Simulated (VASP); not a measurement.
# W (Im-3m) in VASP: further runs, part 2 of 2

VASP 6.6.1. Earlier steps stand in the parts before.

## Step 3: Relaxation of cell and atoms, PBE

This run uses another cell than the first one, of 16.16 Å³/atom, 1.020 times its volume.

The input, INCAR:

```
  ALGO = Normal
  EDIFF = 1E-7
  EDIFFG = -0.002
  ENCUT = 520
  GGA = PE
  IBRION = 2
  ISIF = 3
  ISMEAR = 0
  LASPH = True
  LCHARG = False
  LREAL = False
  LWAVE = False
  NELM = 60
  NSW = 80
  PREC = Accurate
  SIGMA = 0.1
```

The input, KPOINTS:

```
k-points
0
Gamma
  26 26 26
```

The input, POSCAR:

```
W                                       
1.0
   -1.5926730312      1.5926730312      1.5926730312
    1.5926730312     -1.5926730312      1.5926730312
    1.5926730312      1.5926730312     -1.5926730312
  W             
     1
Direct
     0.0000000000000000    0.0000000000000000    0.0000000000000000
```

Potentials or basis: VASP PAW PBE potentials, release 64 (W_sv).

On the command line:

```bash
cat potpaw_PBE.64/W_sv/POTCAR > POTCAR
mpirun -np 1 vasp_std > vasp.out
```

Run time: 35 s. Hardware: 1 thread of Intel Xeon Platinum 8488C (Sapphire Rapids), shared host; peak memory 0.22 GiB.

The run converged. Its results:

| Property | Result |
| --- | --- |
| Free energy | -12.9559 eV |
| Pressure after relaxing | 0.0 GPa |
| Band gap on the k mesh | none (metal or under the smearing width) |

Final structure:
```xyz
1
Lattice="-1.5927 1.5927 1.5927 1.5927 -1.5927 1.5927 1.5927 1.5927 -1.5927" Properties=species:S:1:pos:R:3 pbc="T T T"
W     0.0000    0.0000    0.0000
```

Levels at points of the mesh, in eV from the Fermi level:
```csv
k point,band 3,band 4,band 5,band 6,band 7,band 8,band 9,band 10,band 11
"(0.00, 0.00, 0.00)",-37.81,-37.81,-9.53,-1.20,-1.20,-1.20,2.21,2.21,14.47
"(0.50, 0.00, 0.00)",-38.20,-37.81,-6.16,-3.48,0.61,2.09,3.05,5.97,10.77
"(0.50, 0.50, 0.50)",-38.65,-38.65,-5.69,-5.69,5.02,5.02,5.02,8.09,8.09
```

Caveat: the relaxation stopped at its first step, so nothing moved.

## Step 4: Single point, PBE

This run uses another cell than the first one, of 16.16 Å³/atom, 1.020 times its volume.

The input, INCAR:

```
SYSTEM = W
  ALGO = Normal
  EDIFF = 1E-7
  ENCUT = 520
  GGA = PE
  ISIF = 2
  ISMEAR = 0
  LASPH = .True.
  LCHARG = .False.
  LREAL = .False.
  LWAVE = .False.
  NELM = 60
  PREC = Accurate
  SIGMA = 0.1
```

The input, KPOINTS:

```
k-points
0
Gamma
  26 26 26
  0 0 0
```

POSCAR is that of step 3.

Potentials or basis: VASP PAW PBE potentials, release 64 (W_sv).

On the command line:

```bash
cat potpaw_PBE.64/W_sv/POTCAR > POTCAR
mpirun -np 1 vasp_std > vasp.out
```

OUTCAR:

```text
SYSTEM = W
   EDIFF = 1E-7
   ENCUT = 520
   GGA = PE
   ISIF = 2
   ISMEAR = 0
   LASPH = .True.
   LREAL = .False.
   NELM = 60
   PREC = Accurate

 ion  position               nearest neighbor table
   1  0.000  0.000  0.000-

  LATTYP: Found a body centered cubic cell.
 ALAT       =     3.1853460624

  Lattice vectors:

 A1 = (  -1.5926730312,   1.5926730312,   1.5926730312)
 A2 = (   1.5926730312,  -1.5926730312,   1.5926730312)
[... 517 lines left out ...]
     11      23.0314      0.00000

 [... further k-points ...]

------------------------ aborting loop because EDIFF is reached ----------------------------------------

  FORCE on cell =-STRESS in cart. coord.  units (eV):
  Direction    XX          YY          ZZ          XY          YZ          ZX
  --------------------------------------------------------------------------------------
  -------------------------------------------------------------------------------------
  Total       -0.0000362     -0.0000362     -0.0000362     -0.0000000      0.0000000     -0.0000000
  in kB       -0.0035914     -0.0035914     -0.0035914     -0.0000000      0.0000000     -0.0000000
  external PRESSURE =      -0.0035914 kB  Pullay stress =       0.0000000 kB

 VOLUME and BASIS-vectors are now :
 -----------------------------------------------------------------------------
  energy-cutoff  :      520.00
  volume of cell :       16.16
      direct lattice vectors                 reciprocal lattice vectors
    -1.592673031  1.592673031  1.592673031     0.000000000  0.313937632  0.313937632
     1.592673031 -1.592673031  1.592673031     0.313937632  0.000000000  0.313937632
     1.592673031  1.592673031 -1.592673031     0.313937632  0.313937632  0.000000000

 POSITION                                       TOTAL-FORCE (eV/Angst)
 -----------------------------------------------------------------------------------
      0.00000      0.00000      0.00000        -0.000000      0.000000     -0.000000
 -----------------------------------------------------------------------------------
    total drift:                               -0.000000      0.000000      0.000000

  FREE ENERGIE OF THE ION-ELECTRON SYSTEM (eV)
  ---------------------------------------------------
  free  energy   TOTEN  =       -12.9558591364 eV

  energy  without entropy=      -12.9535522144  energy(sigma->0) =      -12.95470568
```

OSZICAR:

```text
N       E                     dE             d eps       ncg     rms          rms(c)
DAV:   1     0.760564269869E+02    0.76056E+02   -0.78946E+03 11266   0.145E+03
DAV:   2    -0.120239952463E+02   -0.88080E+02   -0.84784E+02 12054   0.331E+02
DAV:   3    -0.135828078451E+02   -0.15588E+01   -0.15433E+01 12953   0.435E+01
DAV:   4    -0.135910519507E+02   -0.82441E-02   -0.82431E-02 12113   0.344E+00
DAV:   5    -0.135911197320E+02   -0.67781E-04   -0.67783E-04 12715   0.317E-01    0.202E+01
DAV:   6    -0.130892027831E+02    0.50192E+00   -0.59876E-01 11992   0.103E+01    0.794E+00
DAV:   7    -0.129599827309E+02    0.12922E+00   -0.31383E-01 12530   0.698E+00    0.674E-01
DAV:   8    -0.129558687224E+02    0.41140E-02   -0.37478E-03 11596   0.923E-01    0.774E-02
DAV:   9    -0.129558631215E+02    0.56009E-05   -0.11428E-04 12968   0.140E-01    0.462E-02
DAV:  10    -0.129558587010E+02    0.44205E-05   -0.13702E-05 12145   0.542E-02    0.983E-03
DAV:  11    -0.129558593418E+02   -0.64084E-06   -0.21422E-07 11544   0.568E-03    0.688E-04
DAV:  12    -0.129558591392E+02    0.20266E-06   -0.92893E-09  6218   0.113E-03    0.671E-05
DAV:  13    -0.129558591364E+02    0.28151E-08   -0.55785E-10  5942   0.353E-04
   1 F= -.12955859E+02 E0= -.12954706E+02  d E =-.230692E-02
```

Run time: 36 s. Hardware: 1 thread of Intel Xeon Platinum 8488C (Sapphire Rapids), shared host; peak memory 0.22 GiB.

What came out:

```
Free energy            : -12.9559 eV
Pressure               : 0.0 GPa
Band gap on the k mesh : none (metal or under the smearing width)
```

## Step 5: Single point, PBE (a relaxed cell with its volume scaled by 0.97)

INCAR is that of step 4.

KPOINTS is that of step 4.

The input, POSCAR:

```
W                                       
1.0
   -1.5765843248      1.5765843248      1.5765843248
    1.5765843248     -1.5765843248      1.5765843248
    1.5765843248      1.5765843248     -1.5765843248
  W             
     1
Direct
     0.0000000000000000    0.0000000000000000    0.0000000000000000
```

Potentials or basis: VASP PAW PBE potentials, release 64 (W_sv).

On the command line:

```bash
cat potpaw_PBE.64/W_sv/POTCAR > POTCAR
mpirun -np 1 vasp_std > vasp.out
```

OUTCAR:

```text
SYSTEM = W
   EDIFF = 1E-7
   ENCUT = 520
   GGA = PE
   ISIF = 2
   ISMEAR = 0
   LASPH = .True.
   LREAL = .False.
   NELM = 60
   PREC = Accurate

 ion  position               nearest neighbor table
   1  0.000  0.000  0.000-

  LATTYP: Found a body centered cubic cell.
 ALAT       =     3.1531686496

  Lattice vectors:

 A1 = (  -1.5765843248,   1.5765843248,   1.5765843248)
 A2 = (   1.5765843248,  -1.5765843248,   1.5765843248)
 A3 = (   1.5765843248,   1.5765843248,  -1.5765843248)
[... 506 lines left out ...]
      2     -27.3295      2.00000
      3     -26.5091      2.00000
      4     -26.1232      2.00000
      5       5.3406      2.00000
      6       8.1642      2.00000
      7      11.0964      2.00000
      8      13.8358      0.00000
      9      14.6586      0.00000
     10      16.7759      0.00000
     11      23.7754      0.00000

 [... further k-points ...]
[... 5 lines left out ...]
  --------------------------------------------------------------------------------------
  -------------------------------------------------------------------------------------
  Total        0.9646056      0.9646056      0.9646056      0.0000000      0.0000000     -0.0000000
  in kB       98.5936108     98.5936108     98.5936108      0.0000000      0.0000000     -0.0000000
  external PRESSURE =      98.5936108 kB  Pullay stress =       0.0000000 kB

 VOLUME and BASIS-vectors are now :
 -----------------------------------------------------------------------------
  energy-cutoff  :      520.00
  volume of cell :       15.68
      direct lattice vectors                 reciprocal lattice vectors
    -1.576584325  1.576584325  1.576584325     0.000000000  0.317141299  0.317141299
     1.576584325 -1.576584325  1.576584325     0.317141299  0.000000000  0.317141299
     1.576584325  1.576584325 -1.576584325     0.317141299  0.317141299  0.000000000

 POSITION                                       TOTAL-FORCE (eV/Angst)
 -----------------------------------------------------------------------------------
      0.00000      0.00000      0.00000         0.000000      0.000000      0.000000
 -----------------------------------------------------------------------------------
    total drift:                                0.000000     -0.000000      0.000000

  FREE ENERGIE OF THE ION-ELECTRON SYSTEM (eV)
  ---------------------------------------------------
  free  energy   TOTEN  =       -12.9410544047 eV

  energy  without entropy=      -12.9388153607  energy(sigma->0) =      -12.93993488
```

Wall time 34 s (1 thread of Intel Xeon Platinum 8488C (Sapphire Rapids), shared host); peak memory 0.2 GiB.

What came out:

| Quantity | Value |
| --- | --- |
| Free energy | -12.9411 eV |
| Pressure | 9.9 GPa |
| Band gap on the k mesh | none (metal or under the smearing width) |

Levels at points of the mesh, in eV from the Fermi level:
| k point | band 5 | band 6 | band 7 | band 8 | band 9 | band 10 |
| --- | --- | --- | --- | --- | --- | --- |
| (0.00, 0.00, 0.00) | -9.72 | -1.26 | -1.26 | -1.26 | 2.27 | 2.27 |
| (0.50, 0.00, 0.00) | -6.37 | -3.64 | 0.70 | 2.17 | 3.17 | 6.24 |
| (0.50, 0.50, 0.50) | -5.94 | -5.94 | 5.23 | 5.23 | 5.23 | 8.32 |

Spin-orbit coupling is left out, which matters for the levels of W.

## Step 6: Summary

```tsv
task	cell	gap on the mesh (eV)	pressure (GPa)
relaxation of cell and atoms	relaxed	none	0.0
single point	as given	none	0.0
single point	a relaxed cell with its volume scaled by 0.97	none	9.9
```

Alike in all rows: level PBE; potentials or basis VASP PAW PBE potentials, release 64 (W_sv); no spin polarisation; k mesh 26 × 26 × 26; cutoff (eV) 520; smearing gaussian 0.1 eV.

Caveats: the relaxation stopped at its first step, so nothing moved (some runs).

Total energies depend on the potentials used, so only differences within one code and one set of settings carry meaning.
